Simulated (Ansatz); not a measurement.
# Sb (I4/mmm) in Ansatz: notebook

One crystal, Sb, is run at these levels: PBE; tasks: single point.

Everything below comes from runs of Ansatz 0.2.0. Logs are shortened: lines on timing, memory, paths and dates and some standing lists are left out, and cuts for length are marked.

## (1) The crystal as given

The structure is tetragonal, space group I4/mmm (No. 139). Conventional cell: a = 3.153 Å, b = 3.153 Å, c = 5.424 Å, α = 90.00°, β = 90.00°, γ = 90.00°. Sb (site symmetry 4/mmm) is surrounded by 12 Sb at 3.15 to 3.51 Å.

This isn't the form of Sb at room conditions, which is rhombohedral.

## (2) Single point, PBE

Input file input.yaml:

```yaml
crystal:
  lattice:
    - [-1.5765401831, 1.5765401831, 2.7119384313]
    - [1.5765401831, -1.5765401831, 2.7119384313]
    - [1.5765401831, 1.5765401831, -2.7119384313]
  atoms:
    - { symbol: Sb, position: [0.0, 0.0, 0.0] }
hamiltonian:
  xc: pbe
  pseudopotentials: { kind: paw }
kpoints:
  mp_grid: { grid: [12, 12, 12] }
scf:
  occupations: { method: gaussian, width: 0.018 }
output:
  forces: true
  stress: true
  eigenvalues: true
```

Potentials or basis: Ansatz PAW.

Command:

```sh
> ansatz run input.yaml --threads 2 --pin off --max-ram 5632MiB --backend cpu --events-out ev --progress --plain --runs-dir out
```

The log of the run:

```text
Warning: RAYON_NUM_THREADS=2 ignored (pool sized by the plan → 2); use --threads N
Engine: ansatz 0.2.0, aarch64-unknown-linux-gnu
Pseudopotentials: kind: paw
Pseudopotential: Sb, paw, valence charge 15, recommended cutoff 420 eV (normal), Sb.paw.azcp
Functional definition: PBE
  parameter kappa = 0.804
  parameter beta = 0.06672455060314922
  exchange = pbe_x(kappa = kappa, mu = beta*pi^2/3)
  correlation = pbe_c(beta = beta)
Crystal: 1 atoms, lattice volume = 26.962 Å³
Basis set: ecut = 420 eV, 517 PW (Γ), exchange–correlation on 48×48×48 points (8 copies of the dense FFT grid, shifted against one another)
Bands: 12, of which v1, the nominal top of the filled ones, is band 8 counted from 1 (7 counted from 0)
Symmetry: 16 space group operations
Space group: I4/mmm (ITA 139), of the structure as read, at distance tolerance 3.0e-5 Å
k-points: 163 of 1728
Non-local potential: Sb, projectors of the file, l = 0: 2, l = 1: 2, l = 2: 2, l = 3: 2
PAW form: soft (Blöchl's): semilocal exchange-correlation on the pseudo side does not see the compensation charge
PAW one-centre angular grid: Sb, 590 points (default); XC on 64 Gauss nodes
Initial density: superposition of atomic densities (neutral atoms: chi_scale 0, normalization atom), corrected by the library's trained network
Initial wavefunctions: pseudopotential atomic-orbital guess
Functional: x = pbe(κ = 0.804, μ = 0.2195149727645171), c = pbe(β = 0.06672455060314922)
SCF iter   1: F=—  HF=-6484.185892 eV  |F-HF|=—  |Δ(HF+E_count)|=         —  Δρ=1.18e-3  dr2=4.25e-4  ethr=1.77e-3  ⟨swp⟩=5.9  Hψ=11827  notcnv=0
preconditioner: auto → none  [insulator: Δε(μ)=0.021 eV  Ē_g=12.526 eV  σ=0.018 eV  W_gap=0.57  n_scr=10 (ndim 8)  ℏωp=16.0 eV  f_vac=0.000  D(μ)=1.14/eV (n_scr^D=10)  ε∞_Penn≈2.6]
SCF iter   2: F=—  HF=-6484.185224 eV  |F-HF|=—  |Δ(HF+E_count)|=   6.68e-4  Δρ=5.91e-4  dr2=9.21e-5  ethr=2.83e-6  ⟨swp⟩=2.0  Hψ=4854  notcnv=0  defer=49
SCF iter   3: F=—  HF=-6484.185221 eV  |F-HF|=—  |Δ(HF+E_count)|=   2.86e-6  Δρ=1.84e-4  dr2=5.42e-6  ethr=6.14e-7  ⟨swp⟩=2.5  Hψ=2992  notcnv=0  defer=49
SCF iter   4: F=—  HF=-6484.185227 eV  |F-HF|=—  |Δ(HF+E_count)|=   5.72e-6  Δρ=5.50e-5  dr2=4.26e-7  ethr=3.62e-8  ⟨swp⟩=2.0  Hψ=2272  notcnv=0  defer=49
iter 5 did not close the SCF: its close was put off for the readings that it lacked (scf_convergence_deferred on its scf_iter line)
SCF iter   5: F=-6484.185227 eV  HF=-6484.185227 eV  |F-HF|=7.62e-9  |Δ(HF+E_count)|=   2.75e-7  Δρ=6.26e-6  dr2=7.72e-9  ethr=2.84e-9  ⟨swp⟩=2.0  Hψ=3090  notcnv=0  defer=49
SCF iter   6: F=-6484.185227 eV  HF=-6484.185227 eV  |F-HF|=5.47e-10  |Δ(HF+E_count)|=   3.31e-9  Δρ=1.28e-6  dr2=4.32e-10  ethr=5.14e-11  ⟨swp⟩=3.7  Hψ=7065  notcnv=0
SCF 1 converged in 6 iterations: F = -6484.185227 eV  dr2 = 4.32e-10
SCF converged after 6 iterations
Free energy (F): -6484.185227 eV
Harris-Foulkes:  -6484.185227 eV  (|F-HF|=5.47e-10)
Internal energy: -6484.185032 eV  (E = F + TS)
E sigma→0 (E₀):  -6484.185130 eV
Entropy (-TS):   -0.000195 eV (-0.195 meV/atom)
Fermi energy:    11.700475 eV
--- Per-component energies (eV) ---
  E_band       = -144.678347
  E_kinetic    = 206.726657
  E_local      = -1438.909128  (includes V_loc(G=0)·N_el)
  E_nonlocal   = 361.537965
  E_hartree    = 657.637531
  E_xc         = -138.599676
  E_vxc        = -96.436068  (∫ρ·V_xc dr)
  E_paw        = -4574.493565  (= ΣΔE_a)
  E_vpaw       = -492.873897  (= ΣTr[D̂ρ^β])
  E_aug_tail   = -0.000002  (compensation charges beyond the density's cutoff)
  E_ewald      = -1558.084815
  E_smearing   = -0.000195  (= −TS)
  E_closure    = 0.000000  (closes the sum)
  Σ components = -6484.185227   (vs F -6484.185227, Δ=0.00e0)
--- Forces (eV/Å), atoms counted from 1 ---
  atom   1  Sb    -0.00000000    -0.00000000     0.00000000
  max |Σ_I F_I| component: 1.60e-31 eV/Å
--- Stress (GPa, compression-positive) ---
        2.058219       0.000000       0.000000
        0.000000       2.058219      -0.000000
       -0.000000      -0.000000       1.302969
  P = ⅓ Tr σ = 1.8065 GPa (18.065 kbar)
--- Band table (eV; the first three rows and the last of 163) ---
  k-point 0: bands = ["-17.7109", "-17.6765", "-17.6388", "-17.6388", "-17.5777", "-1.2851", "16.3054", "17.1004", "17.1004", "21.5686", "22.2356", "22.7701"]
  k-point 1: bands = ["-17.6980", "-17.6717", "-17.6424", "-17.6372", "-17.5824", "-1.0751", "15.9282", "16.0590", "16.3006", "20.5671", "22.0253", "22.9087"]
  k-point 2: bands = ["-17.6623", "-17.6589", "-17.6520", "-17.6325", "-17.5951", "-0.4473", "14.3332", "14.6968", "14.9936", "18.9451", "22.0489", "22.1909"]
  k-point 162: bands = ["-17.7294", "-17.6868", "-17.5883", "-17.5883", "-17.5651", "2.4006", "5.9980", "13.7835", "13.7835", "17.6746", "17.8415", "32.8374"]
```

It took 1.6 s on 2 threads of Arm Neoverse V1, shared host; peak memory 0.33 GiB.

Results:

- Free energy: -6484.1852 eV
- Pressure: 1.8 GPa
- Band gap on the k mesh: none (metal or under the smearing width)

## (3) Single point, PBE

Changes to input.yaml since step 2:

```diff
@@ -13,3 +13,3 @@
 scf:
-  occupations: { method: gaussian, width: 0.018 }
+  occupations: { method: gaussian, width: 0.019 }
 output:
@@ -18 +18,5 @@
   eigenvalues: true
+  write_density: true
+  write_potential: true
+  elf: true
+  volumetric_format: npy
```

Potentials or basis: Ansatz PAW.

Command:

```sh
> ansatz run input.yaml --threads 2 --pin off --max-ram 5632MiB --backend cpu --events-out ev --progress --plain --runs-dir out
```

The log of the run:

```text
Warning: RAYON_NUM_THREADS=2 ignored (pool sized by the plan → 2); use --threads N
[... 8 set-up lines as earlier in the session ...]
Crystal: 1 atoms, lattice volume = 26.962 Å³
Basis set: ecut = 420 eV, 517 PW (Γ), exchange–correlation on 48×48×48 points (8 copies of the dense FFT grid, shifted against one another)
Bands: 12, of which v1, the nominal top of the filled ones, is band 8 counted from 1 (7 counted from 0)
[... 2 set-up lines as earlier in the session ...]
k-points: 163 of 1728
[... 6 set-up lines as earlier in the session ...]
SCF iter   1: F=—  HF=-6484.185903 eV  |F-HF|=—  |Δ(HF+E_count)|=         —  Δρ=1.18e-3  dr2=4.23e-4  ethr=1.77e-3  ⟨swp⟩=5.9  Hψ=11803  notcnv=0
preconditioner: auto → none  [insulator: Δε(μ)=0.021 eV  Ē_g=12.526 eV  σ=0.019 eV  W_gap=0.54  n_scr=10 (ndim 8)  ℏωp=16.0 eV  f_vac=0.000  D(μ)=1.14/eV (n_scr^D=10)  ε∞_Penn≈2.6]
SCF iter   2: F=—  HF=-6484.185235 eV  |F-HF|=—  |Δ(HF+E_count)|=   6.68e-4  Δρ=5.91e-4  dr2=9.20e-5  ethr=2.82e-6  ⟨swp⟩=2.0  Hψ=4837  notcnv=0  defer=40
SCF iter   3: F=—  HF=-6484.185232 eV  |F-HF|=—  |Δ(HF+E_count)|=   2.60e-6  Δρ=1.84e-4  dr2=5.43e-6  ethr=6.13e-7  ⟨swp⟩=2.4  Hψ=2986  notcnv=0  defer=40
SCF iter   4: F=—  HF=-6484.185238 eV  |F-HF|=—  |Δ(HF+E_count)|=   5.73e-6  Δρ=5.50e-5  dr2=4.26e-7  ethr=3.62e-8  ⟨swp⟩=2.0  Hψ=2272  notcnv=0  defer=40
iter 5 did not close the SCF: its close was put off for the readings that it lacked (scf_convergence_deferred on its scf_iter line)
SCF iter   5: F=-6484.185238 eV  HF=-6484.185238 eV  |F-HF|=7.45e-9  |Δ(HF+E_count)|=   2.74e-7  Δρ=6.22e-6  dr2=7.59e-9  ethr=2.84e-9  ⟨swp⟩=2.0  Hψ=3090  notcnv=0  defer=40
SCF iter   6: F=-6484.185238 eV  HF=-6484.185238 eV  |F-HF|=5.35e-10  |Δ(HF+E_count)|=   3.16e-9  Δρ=1.27e-6  dr2=4.22e-10  ethr=5.06e-11  ⟨swp⟩=6.7  Hψ=10702  notcnv=0
SCF 1 converged in 6 iterations: F = -6484.185238 eV  dr2 = 4.22e-10
SCF converged after 6 iterations
Free energy (F): -6484.185238 eV
Harris-Foulkes:  -6484.185238 eV  (|F-HF|=5.35e-10)
Internal energy: -6484.185022 eV  (E = F + TS)
E sigma→0 (E₀):  -6484.185130 eV
Entropy (-TS):   -0.000216 eV (-0.216 meV/atom)
Fermi energy:    11.699986 eV
--- Per-component energies (eV) ---
  E_band       = -144.679321
  E_kinetic    = 206.726248
  E_local      = -1438.908021  (includes V_loc(G=0)·N_el)
  E_nonlocal   = 361.538166
  E_hartree    = 657.636756
  E_xc         = -138.599467
  E_vxc        = -96.435816  (∫ρ·V_xc dr)
  E_paw        = -4574.493886  (= ΣΔE_a)
  E_vpaw       = -492.874459  (= ΣTr[D̂ρ^β])
  E_aug_tail   = -0.000002  (compensation charges beyond the density's cutoff)
  E_ewald      = -1558.084815
  E_smearing   = -0.000216  (= −TS)
  E_closure    = 0.000000  (closes the sum)
  Σ components = -6484.185238   (vs F -6484.185238, Δ=0.00e0)
--- Forces (eV/Å), atoms counted from 1 ---
  atom   1  Sb    -0.00000000     0.00000000     0.00000000
  max |Σ_I F_I| component: 3.85e-34 eV/Å
--- Stress (GPa, compression-positive) ---
        2.052158       0.000000       0.000000
        0.000000       2.052158       0.000000
        0.000000       0.000000       1.307538
  P = ⅓ Tr σ = 1.8040 GPa (18.040 kbar)
--- Band table (eV; the first three rows and the last of 163) ---
  k-point 0: bands = ["-17.7110", "-17.6766", "-17.6389", "-17.6389", "-17.5779", "-1.2851", "16.3054", "17.1004", "17.1004", "21.5686", "22.2356", "22.7701"]
  k-point 1: bands = ["-17.6981", "-17.6717", "-17.6424", "-17.6373", "-17.5825", "-1.0752", "15.9282", "16.0589", "16.3005", "20.5671", "22.0253", "22.9087"]
  k-point 2: bands = ["-17.6624", "-17.6589", "-17.6521", "-17.6326", "-17.5952", "-0.4473", "14.3332", "14.6968", "14.9936", "18.9451", "22.0489", "22.1908"]
  k-point 162: bands = ["-17.7295", "-17.6869", "-17.5884", "-17.5884", "-17.5652", "2.4006", "5.9980", "13.7835", "13.7835", "17.6745", "17.8415", "32.8374"]
```

It took 2.1 s on 2 threads of Arm Neoverse V1, shared host; peak memory 0.33 GiB.

What came out:

* Free energy: -6484.1852 eV
* Pressure: 1.8 GPa
* Band gap on the k mesh: none (metal or under the smearing width)

## (4) Single point, PBE

Changes to input.yaml since step 3:

```diff
@@ -13,3 +13,3 @@
 scf:
-  occupations: { method: gaussian, width: 0.019 }
+  occupations: { method: gaussian, width: 0.02 }
 output:
```

Command:

```sh
> ansatz run input.yaml --threads 2 --pin off --max-ram 5632MiB --backend cpu --events-out ev --progress --plain --runs-dir out
```

It took 2.2 s on 2 threads of Arm Neoverse V1, shared host; peak memory 0.33 GiB.

It converged, with:

```
Free energy            : -6484.1852 eV
Pressure               : 1.8 GPa
Band gap on the k mesh : none (metal or under the smearing width)
```

Stress tensor (GPa, compression positive):
```
2.05 0.00 0.00
0.00 2.05 0.00
0.00 0.00 1.31
```

Levels at points of the mesh, in eV from the Fermi level:
| k point | band 5 | band 6 | band 7 | band 8 | band 9 | band 10 | band 11 | band 12 |
| --- | --- | --- | --- | --- | --- | --- | --- | --- |
| (0.00, 0.00, 0.00) | -29.28 | -12.98 | 4.61 | 5.40 | 5.40 | 9.87 | 10.54 | 11.07 |
| (0.00, 0.00, -0.50) | -29.21 | -6.68 | -4.43 | -1.05 | 0.56 | 3.46 | 4.38 | 15.60 |
| (0.00, -0.50, 0.00) | -29.26 | -9.15 | -5.83 | 1.74 | 5.34 | 6.18 | 10.39 | 10.63 |
| (-0.50, -0.50, -0.50) | -29.26 | -9.30 | -5.70 | 2.08 | 2.08 | 5.98 | 6.14 | 21.14 |

## (5) Single point, PBE

Changes to input.yaml since step 4:

```diff
@@ -13,3 +13,3 @@
 scf:
-  occupations: { method: gaussian, width: 0.02 }
+  occupations: { method: gaussian, width: 0.021 }
 output:
@@ -18,5 +18 @@
   eigenvalues: true
-  write_density: true
-  write_potential: true
-  elf: true
-  volumetric_format: npy
```

Potentials or basis: Ansatz PAW.

Command:

```sh
> ansatz run input.yaml --threads 2 --pin off --max-ram 5632MiB --backend cpu --events-out ev --progress --plain --runs-dir out
```

The log of the run:

```text
Warning: RAYON_NUM_THREADS=2 ignored (pool sized by the plan → 2); use --threads N
[... 8 set-up lines as earlier in the session ...]
Crystal: 1 atoms, lattice volume = 26.962 Å³
Basis set: ecut = 420 eV, 517 PW (Γ), exchange–correlation on 48×48×48 points (8 copies of the dense FFT grid, shifted against one another)
Bands: 12, of which v1, the nominal top of the filled ones, is band 8 counted from 1 (7 counted from 0)
[... 2 set-up lines as earlier in the session ...]
k-points: 163 of 1728
[... 3 set-up lines as earlier in the session ...]
[... 23 lines left out ...]
  E_nonlocal   = 361.539262
  E_hartree    = 657.636755
  E_xc         = -138.599044
  E_vxc        = -96.435292  (∫ρ·V_xc dr)
  E_paw        = -4574.494808  (= ΣΔE_a)
  E_vpaw       = -492.875925  (= ΣTr[D̂ρ^β])
  E_aug_tail   = -0.000002  (compensation charges beyond the density's cutoff)
  E_ewald      = -1558.084815
  E_smearing   = -0.000260  (= −TS)
  E_closure    = -0.000000  (closes the sum)
  Σ components = -6484.185262   (vs F -6484.185262, Δ=0.00e0)
--- Forces (eV/Å), atoms counted from 1 ---
  atom   1  Sb     0.00000000    -0.00000000     0.00000000
  max |Σ_I F_I| component: 7.40e-32 eV/Å
--- Stress (GPa, compression-positive) ---
        2.041355      -0.000000       0.000000
       -0.000000       2.041355       0.000000
        0.000000       0.000000       1.315345
  P = ⅓ Tr σ = 1.7994 GPa (17.994 kbar)
--- Band table (eV; the first three rows and the last of 163) ---
  k-point 0: bands = ["-17.7114", "-17.6769", "-17.6392", "-17.6392", "-17.5782", "-1.2852", "16.3053", "17.1003", "17.1003", "21.5685", "22.2355", "22.7700"]
  k-point 1: bands = ["-17.6985", "-17.6720", "-17.6428", "-17.6376", "-17.5829", "-1.0753", "15.9281", "16.0588", "16.3004", "20.5671", "22.0253", "22.9087"]
  k-point 2: bands = ["-17.6628", "-17.6592", "-17.6524", "-17.6329", "-17.5956", "-0.4474", "14.3331", "14.6966", "14.9935", "18.9451", "22.0489", "22.1908"]
  k-point 162: bands = ["-17.7299", "-17.6872", "-17.5887", "-17.5887", "-17.5656", "2.4004", "5.9980", "13.7834", "13.7834", "17.6745", "17.8415", "32.8373"]
```

Wall time 1.6 s (2 threads of Arm Neoverse V1, shared host); peak memory 0.33 GiB.

What came out:

```yaml
Free_energy: -6484.1853 eV
Pressure: 1.8 GPa
Band_gap_on_the_k_mesh: none (metal or under the smearing width)
```

Stress tensor (GPa, compression positive):
```
2.04 0.00 0.00
0.00 2.04 0.00
0.00 0.00 1.32
```

Levels at points of the mesh, in eV from the Fermi level:
| k point | band 6 | band 7 | band 8 | band 9 | band 10 | band 11 |
| --- | --- | --- | --- | --- | --- | --- |
| (0.00, 0.00, 0.00) | -12.98 | 4.61 | 5.40 | 5.40 | 9.87 | 10.54 |
| (0.00, 0.00, -0.50) | -6.68 | -4.43 | -1.05 | 0.56 | 3.46 | 4.38 |
| (0.00, -0.50, 0.00) | -9.15 | -5.83 | 1.74 | 5.34 | 6.18 | 10.39 |
| (-0.50, -0.50, -0.50) | -9.30 | -5.70 | 2.08 | 2.08 | 5.98 | 6.14 |

## (6) Overview

| smearing | gap on the mesh (eV) | pressure (GPa) |
| --- | --- | --- |
| gaussian 0.018 eV | none | 1.8 |
| gaussian 0.019 eV | none | 1.8 |
| gaussian 0.02 eV | none | 1.8 |
| gaussian 0.021 eV | none | 1.8 |

Alike in all rows: task single point; level PBE; potentials or basis Ansatz PAW; no spin polarisation; cell as given; k mesh 12 × 12 × 12; cutoff (eV) 420.

Every run on the cell as given and a fine mesh finds a metal.

Total energies depend on the potentials used, so only differences within one code and one set of settings carry meaning.
